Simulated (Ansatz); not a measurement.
TaN, 6 atoms in the cell. It takes space group P-62m (No. 189, hexagonal). The conventional cell has a = 5.196 Å, b = 5.196 Å, c = 2.911 Å, α = 90.00°, β = 90.00°, γ = 120.00°. Ta (site symmetry -62m) is surrounded by 3 N at 2.04 Å. Ta (site symmetry -6) is surrounded by 6 N at 2.16 Å. N (site symmetry m2m) has 5 Ta at 2.04 to 2.16 Å as nearest neighbours. 

```yaml
Program: Ansatz 0.2.0
Task: relaxation of cell and atoms
Functional: PBE
Dispersion: D3(BJ)
Potentials_or_basis: Ansatz PAW
Cutoff: "420 eV (not typed: the program's choice for these potentials)"
k_mesh: 6 × 6 × 9
Occupations: fermi-dirac, width 0.05 eV
Spin: no spin polarisation
```

Potentials or basis: Ansatz PAW.

The run is started by

```sh
$ ansatz run input.yaml --threads 2 --pin off --max-ram 5632MiB --backend cpu --events-out ev --progress --plain --runs-dir out
```

Hardware: 2 threads of Intel(R) Xeon(R) Processor @ 2.70GHz, on a shared host.

Problem. Estimate the wall time of this run.

Solution. Run time: 20 s on 2 threads of Intel(R) Xeon(R) Processor @ 2.70GHz, with other jobs on the host, peak memory 0.4 GiB. Counts: scf iterations 29, plane waves 1287, k points 35, bands 33, ion steps 6.
